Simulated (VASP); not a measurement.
Input of a VASP 6.6.1 run:

Contents of INCAR:

```
PREC = Accurate
ENCUT = 600
EDIFF = 1E-7
ISMEAR = 0
SIGMA = 0.03
LREAL = F
LASPH = T
NELM = 80
ALGO = Normal
ISIF = 2
LWAVE = F
LCHARG = F
GGA = CA
IBRION = 2
NSW = 40
EDIFFG = -0.01
```

File KPOINTS:

```
regular mesh
0
Gamma
  14 14 14
```

Contents of POSCAR:

```
C                                       
1.0
    0.0000000000      1.7902143312      1.7902143312
    1.7902143312      0.0000000000      1.7902143312
    1.7902143312      1.7902143312      0.0000000000
  C             
     2
Direct
     0.0000000000000000    0.0000000000000000    0.0000000000000000
     0.2500000000000000    0.2500000000000000    0.2500000000000000
```

Potentials or basis: VASP PAW LDA potentials, release 64 (C).

Run with:

```bash
$ cat potpaw_LDA.64/C/POTCAR > POTCAR
$ mpirun -np 1 vasp_std > vasp.out
```

Q: Estimate the band gap on the k mesh.

A: 4.07 eV, indirect (least direct gap 5.51 eV).

Final structure:
```xyz
2
Lattice="0.0000 1.7902 1.7902 1.7902 0.0000 1.7902 1.7902 1.7902 0.0000" Properties=species:S:1:pos:R:3 pbc="T T T"
C     0.0000    0.0000    0.0000
C     0.8951    0.8951    0.8951
```

Caveat: the relaxation stopped at its first step, so nothing moved. A k mesh can miss the band edges.
